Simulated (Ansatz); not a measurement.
# Tc: one input, then a changed one

The cell is COD entry 1541062, as deposited and not checked against the literature; nothing was relaxed.

First run: DFT, PBE, all-electron LAPW, scalar-relativistic (Ansatz 0.2.0).

Command: `ansatz run input.yaml --threads 1 --pin off --max-ram 2048MiB --backend cpu --events-out ev --progress --plain --runs-dir out` The run took about 9.8 s on 1 thread of a shared machine.

```yaml
crystal:
  lattice:
    - [2.7400001704, 0.0, 0.0]
    - [-1.3700000852, 2.372909754, 0.0]
    - [0.0, 0.0, 4.398]
  atoms:
    - { symbol: Tc, position: [0.3333333333, 0.6666666667, 0.25] }
    - { symbol: Tc, position: [0.6666666667, 0.3333333333, 0.75] }
kpoints:
  mp_grid: { grid: [8, 8, 4] }
scf:
  occupations: { method: fermi_dirac, width: 0.08 }
hamiltonian:
  xc: pbe
  pseudopotentials: { kind: all_electron, lapw: { basis_error: 0.001 } }
output:
  forces: true
  stress: true
  eigenvalues: true
```

Result: converged; pressure 2.38 GPa; no gap on the k mesh; 7 SCF iterations.

The input is then changed:

```diff
@@ -12,9 +12,12 @@
   occupations: { method: fermi_dirac, width: 0.08 }
 hamiltonian:
-  xc: pbe
+  xc: lda
   pseudopotentials: { kind: all_electron, lapw: { basis_error: 0.001 } }
+  hubbard: { sites: [{ species: Tc, l: d, u_eff: 1.0 }], double_counting: fll }
 output:
   forces: true
   stress: true
   eigenvalues: true
+basis:
+  xc_grid: 1
```

Problem. What does the second run give?

Solution. It converged; pressure -13.06 GPa; no gap on the k mesh; 8 SCF iterations.

The results part of its log:

```
SCF 1 converged in 8 iterations: F = -233017.190044 eV  dr2 = 8.96e-9
SCF converged after 8 iterations
Free energy (F): -233017.190044 eV
Harris-Foulkes:  -233017.190044 eV  (|F-HF|=2.33e-9)
Internal energy: -233017.149948 eV  (E = F + TS)
E sigma→0 (E₀):  -233017.169996 eV
Entropy (-TS):   -0.040096 eV (-20.048 meV/atom)
Fermi energy:    24.373010 eV
--- Per-component energies (eV) ---
  E_band       = -9009.685607
  E_kinetic    = 241815.073562
  E_xc         = -6773.564249
  E_hubbard    = 2.373185  (on-site DFT+U / exact-exchange correction)
  E_vhub       = -1.379084  (the Hubbard potential's part of the band-sum identity)
  E_electrostatic = -468061.032446  (all electrons and nuclei)
  E_smearing   = -0.040096  (= −TS)
  E_closure    = 0.000000  (closes the sum)
  E_atoms      = -232994.309816  (free atoms, spherical and without spin; not in F)
  Σ components = -233017.190044   (vs F -233017.190044, Δ=0.00e0)
  Basis errors (estimates in eV, not in F): energy 2.0e-4 per atom: plane waves 1.9e-4 (9.6e-5 summed), levels above the bands 2.9e-70, relativity 6.4e-9, radial functions 1.0e-5, core shells 7.2e-8; eigenvalues (radial functions only) 1.6e-6; not estimated: angular momenta, meshes, grids; target (lapw.basis_error) 1.0e-3; muffin-tin radii Tc 1.354 Å
--- Forces (eV/Å), atoms counted from 1 ---
  atom   1  Tc     0.00000000    -0.00000000     0.00000000
  atom   2  Tc     0.00000000     0.00000000     0.00000000
  max |Σ_I F_I| component: 0.00e0 eV/Å
--- Stress (GPa, compression-positive) ---
      -12.220926       0.000000       0.000000
        0.000000     -12.220926       0.000000
        0.000000       0.000000     -14.744414
  P = ⅓ Tr σ = -13.0621 GPa (-130.621 kbar)
--- Band table (eV; the first three rows and the last of 30) ---
  k-point 0: bands = ["-383.8126", "-383.8126", "-383.8126", "-383.8126", "-383.8036", "-383.8036", "-218.5442", "-218.5442", "-218.5442", "-218.5442", "-218.5375", "-218.5375", "-218.5375", "-218.5375", "-218.5361", "-218.5361", "-42.1463", "-41.9050", "-14.8290", "-13.7197", "-13.7197", "-13.5313", "-13.5313", "-13.4764", "17.0908", "18.8979", "22.7824", "22.7824", "22.8470", "23.5043", "23.5043", "24.2364", "24.2364", "26.1286", "26.9153", "26.9153", "35.4641", "38.6588"]
  k-point 1: bands = ["-383.8126", "-383.8126", "-383.8126", "-383.8126", "-383.8036", "-383.8036", "-218.5442", "-218.5442", "-218.5442", "-218.5442", "-218.5375", "-218.5375", "-218.5375", "-218.5375", "-218.5361", "-218.5361", "-42.1112", "-41.9405", "-14.6406", "-13.6924", "-13.6924", "-13.6851", "-13.5592", "-13.5592", "17.7462", "19.0843", "22.5328", "22.5749", "22.5749", "23.1539", "23.1539", "24.4531", "25.0006", "25.0006", "26.8853", "26.8853", "37.7982", "37.9132"]
  k-point 2: bands = ["-383.8126", "-383.8126", "-383.8126", "-383.8126", "-383.8036", "-383.8036", "-218.5442", "-218.5442", "-218.5442", "-218.5442", "-218.5375", "-218.5375", "-218.5375", "-218.5375", "-218.5361", "-218.5361", "-42.0261", "-42.0261", "-14.1730", "-14.1730", "-13.6260", "-13.6260", "-13.6260", "-13.6260", "18.9854", "18.9854", "22.4837", "22.4837", "22.6540", "22.6540", "22.6540", "22.6540", "26.2346", "26.2346", "26.2346", "26.2346", "38.3089", "38.3089"]
  k-point 29: bands = ["-383.8126", "-383.8126", "-383.8126", "-383.8126", "-383.8036", "-383.8036", "-218.5442", "-218.5442", "-218.5442", "-218.5442", "-218.5375", "-218.5375", "-218.5375", "-218.5375", "-218.5361", "-218.5361", "-41.8689", "-41.8689", "-14.6091", "-14.6091", "-14.2172", "-14.2172", "-13.7274", "-13.7274", "20.1481", "20.1481", "21.2717", "21.2717", "22.5890", "22.5890", "24.4529", "24.4529", "27.0845", "27.0845", "32.7603", "32.7603", "36.1564", "36.1564"]
Occupation matrices written to <dir>
```
